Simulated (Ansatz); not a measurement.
Bi2Se3 (Paraguanajuatite), 5 atoms in the cell. The structure is trigonal, space group R-3m (No. 166). The conventional cell has a = 4.143 Å, b = 4.143 Å, c = 28.636 Å, α = 90.00°, β = 90.00°, γ = 120.00°. Around Bi (site symmetry 3m) lie 6 Se at 2.85 to 3.07 Å. Se (site symmetry 3m) is surrounded by 3 Bi at 2.85 Å. Around Se (site symmetry -3m) lie 6 Bi at 3.07 Å. 

```yaml
Program: Ansatz 0.2.0
Task: single point
Functional: PBE
Potentials_or_basis: Ansatz PAW
Cutoff: 300 eV
Density_cutoff: 1200 eV
k_mesh: 8 × 8 × 8
Occupations: fermi-dirac, width 0.05 eV
Spin: no spin polarisation
```

Potentials or basis: Ansatz PAW.

Run with:

```console
$ ansatz run input.yaml --threads 2 --pin off --max-ram 5120MiB --backend cpu --events-out ev --progress --plain --runs-dir out
```

Hardware: 2 threads of Intel(R) Xeon(R) CPU @ 2.60GHz (Ice Lake), on a shared host.

Question: How long does it take, and how much memory?

Answer: Wall time 4.8 s on 2 threads of Intel(R) Xeon(R) CPU @ 2.60GHz (Ice Lake) (shared host), peak memory 0.55 GiB. Counts: scf iterations 7, plane waves 1647, k points 65, bands 47.
